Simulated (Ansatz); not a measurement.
# Al2O3: the cost of one run

Program: Ansatz 0.2.0. Level of theory: DFT PBE+D3(BJ), scalar-relativistic, plane waves, PAW. These are calculated values, not measurements.

16 further runs of the same task are left out: 16 set aside as unsound or not needed.

## (1) The starting structure

The structure is hexagonal, space group P-6m2 (No. 187). Conventional cell: a = 2.884 Å, b = 2.884 Å, c = 9.337 Å, α = 90.00°, β = 90.00°, γ = 120.00°. Around Al (site symmetry 3m) lie 6 O at 1.80 to 2.18 Å. O (site symmetry 3m) has 3 Al at 1.80 Å as nearest neighbours. Around O (site symmetry -6m2) lie 6 Al at 2.18 Å.

Coordinates:

```
Al O
1.0
     2.88432    0.00000    0.00000
    -1.44216    2.49790    0.00000
     0.00000    0.00000    9.33675
Al O
2 3
Cartesian
  0.0000 0.0000 1.4004
  0.0000 0.0000 7.9363
  0.0000 1.6653 2.0757
  1.4422 0.8326 0.0000
  0.0000 1.6653 7.2610
```

The structure comes from the Materials Project (structure only).

## (6) Plan of the scan

The energy is mapped over the lattice constants a and c of the conventional cell.

- lattice constant a (and b): 7 values from 2.781 to 2.953 Å
- lattice constant c: 7 values from 6.640 to 7.953 Å

Nothing else is relaxed (fractional coordinates fixed). Energies count from the relaxed crystal. Points are written as (first, second).

(The set-up runs are not shown.)

## (7) Grid point (2.781 Å, 7.077 Å)

The input, input.yaml:

```yaml
crystal:
  lattice:
    - [2.7812, 0.0, 0.0]
    - [-1.3906, 2.408589853, 0.0]
    - [0.0, 0.0, 7.0774]
  atoms:
    - { symbol: Al, position: [0.0, 0.0, 0.1907358529] }
    - { symbol: Al, position: [0.0, 0.0, 0.8092641471] }
    - { symbol: O, position: [0.3333333333, 0.6666666667, 0.2840924954] }
    - { symbol: O, position: [0.6666666667, 0.3333333333, 0.0] }
    - { symbol: O, position: [0.3333333333, 0.6666666667, 0.7159075046] }
basis:
  ecutwfc: 520.0
kpoints:
  mp_grid: { grid: [9, 9, 4] }
hamiltonian:
  xc: pbe
  pseudopotentials: { kind: paw, azcp: { folder: soft_1 } }
  dispersion: d3bj
scf:
  occupations: { method: gaussian, width: 0.05 }
output:
  forces: true
  stress: true
  eigenvalues: true
  write_density: true
  write_potential: true
  elf: true
  volumetric_format: npy
```

Launch:

```console
$ ansatz run input.yaml --threads 1 --pin off --max-ram 2048MiB --backend cpu --events-out ev --progress --plain --runs-dir out
```

What time and memory should one allow on 1 thread of Arm Neoverse N1, shared host?

About 12 s, with a peak of 0.33 GiB.
